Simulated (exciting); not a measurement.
# Zn: single point with RPBE

Crystal: Zn.

```xyz
1
Lattice="0.0000 1.9648 1.9648 1.9648 0.0000 1.9648 1.9648 1.9648 0.0000" Properties=species:S:1:pos:R:3 pbc="T T T"
Zn    0.0000    0.0000    0.0000
```

This isn't the form of Zn at room conditions, which is hcp.

- Program: exciting (release sodium)
- Task: single point
- Functional: RPBE
- Potentials or basis: all-electron LAPW+lo, shipped species files, valence relativity iora*
- rgkmax: 9
- k mesh: 12 × 12 × 12
- Occupations: gaussian, width 0.1 eV
- Spin: no spin polarisation
- outputlevel: normal
- gmaxvr (cutoff of density and potential): 14 1/bohr
- lmaxapw (and lmaxmat): 10
- lmaxvr: 8
- nempty: 8
- Valence relativity: iora*
- epsengy: 1e-05 Ha
- epspot: 1e-05 Ha
- maxscl: 60
- Muffin-tin radii: Zn 2.0 bohr

| Quantity | Value |
| --- | --- |
| Band gap on the k mesh | none (metal or under the smearing width) |
| All electrons inside the program's atomic spheres | Zn 28.10 (radii Zn 2.0 bohr) |
| Density of states at the Fermi level | 0.38 states/eV per cell |

Levels at points of the mesh, in eV from the Fermi level:
| k point | band 6 | band 7 | band 8 | band 9 | band 10 | band 11 | band 12 | band 13 |
| --- | --- | --- | --- | --- | --- | --- | --- | --- |
| (0.00, 0.00, 0.00) | -7.55 | -7.55 | -7.17 | -7.17 | 18.30 | 18.30 | 18.30 | 18.55 |
| (0.50, 0.00, 0.00) | -7.56 | -6.89 | -6.89 | -2.87 | -1.31 | 15.28 | 15.28 | 17.18 |
| (0.50, 0.50, 0.00) | -6.90 | -6.82 | -6.82 | -0.97 | 1.81 | 8.45 | 8.45 | 12.28 |

Wall time 45 s on 1 thread of Arm Neoverse N1 (shared host), peak memory 0.09 GiB.

Caveat: the log's total energy holds no entropy term; the free energy is that total less TS from the occupations.
